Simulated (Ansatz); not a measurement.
BN in Ansatz: the effect of functional

BN, a slab with vacuum:

```
B N
1.0
     2.50399    0.00000    0.00000
    -1.25200    2.16852    0.00000
     0.00000    0.00000   24.99180
B N
4 4
Direct
  0.66667 0.33333 0.30010
  0.33333 0.66667 0.43337
  0.66667 0.33333 0.56663
  0.33333 0.66667 0.69990
  0.33333 0.66667 0.30010
  0.66667 0.33333 0.43337
  0.33333 0.66667 0.56663
  0.66667 0.33333 0.69990
```

The cell isn't the ideal one: the (0 0 1) slab of BN, cut from the database cell, not relaxed.

Alike in all runs:

```yaml
Program: Ansatz 0.2.0
Task: projected density of states
Potentials_or_basis: Ansatz PAW
k_mesh: 12 × 12 × 1
Occupations: fermi-dirac, width 0.05 eV
Spin: no spin polarisation
```

```tsv
functional	cutoff	gap on the mesh (eV)	largest force (eV/Å)	work function (eV)
LDA	420 eV (not typed: the program's choice for these potentials)	?	?	?
PBEsol	420 eV (not typed: the program's choice for these potentials)	4.25	0.05	3.78
RPBE	420 eV (not typed: the program's choice for these potentials)	4.45	0.09	3.49
revPBE	420 eV (not typed: the program's choice for these potentials)	4.43	0.09	3.51
BLYP	420 eV (not typed: the program's choice for these potentials)	4.40	0.08	3.34
r2SCAN	500 eV (not typed: the program's choice for these potentials)	4.90	0.04	3.61
```

Problem. What does the run with functional LDA give?

Solution. gap on the mesh 4.16 eV; largest force 0.04 eV/Å; work function 4.04 eV.

Caveats: the PAW data sets come from PBE, with cores solved anew for the run's functional, which leaves a small shift of forces and pressure.

A k mesh can miss the band edges.

Runs at the PBE level aren't shown here.
